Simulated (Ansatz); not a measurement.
The system is Cd.

```
CELL_PARAMETERS angstrom
2.97887 0.00000 0.00000
-1.48944 2.57978 0.00000
0.00000 0.00000 5.61765
ATOMIC_POSITIONS crystal
Cd 0.66667 0.33333 0.75000
Cd 0.33333 0.66667 0.25000
```

Base run:

```yaml
Program: Ansatz 0.2.0
Functional: LDA
Potentials_or_basis: all-electron LAPW, scalar-relativistic
Cutoff: 224 eV
Density_cutoff: 895 eV
Basis_error_allowed: 0.001 eV/atom
k_mesh: 10 × 10 × 5
Occupations: fermi-dirac, width 0.05 eV
Spin: no spin polarisation
```

Its results: pressure -4.4 GPa.

The run is repeated on the same cell with these changes: functional from LDA to PBE. What comes out?

Pressure 2.9 GPa.

PBE binds less tightly than LDA, so the same cell stands under more pressure.

Not every run made on this cell is shown here.
